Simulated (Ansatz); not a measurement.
Mg:

```
Mg
1.0
    -1.77276    1.77276    1.77276
     1.77276   -1.77276    1.77276
     1.77276    1.77276   -1.77276
Mg
1
Direct
  0.00000 0.00000 0.00000
```

This isn't the form of Mg at room conditions, which is hcp.

Program: Ansatz 0.2.0. Alike in all runs: cell as given. Hardware: 1 thread of Arm Neoverse V2, on a shared host.

**Question.** Order these runs on this cell by their wall time, lowest first.
A. task density of states; level HSE06+D3(BJ)-ATM; potentials or basis JTH PAW; spin off; k mesh 7 × 7 × 7; cutoff (eV) 900; smearing fermi-dirac 0.01 eV; other keys scf.lower_state_search = light
B. task single point; level HISS; potentials or basis Ansatz PAW earlier set; spin collinear, random start; k mesh 7 × 7 × 7; cutoff (eV) 620; smearing gaussian 0.02 eV
C. task single point; level exchange-only PBE; potentials or basis PseudoDojo standard (PBE files); spin off; k mesh 11 × 11 × 11; cutoff (eV) 1143; smearing fermi-dirac 0.025 eV

**Answer.** C (2 s), A (26 s), B (54 s).
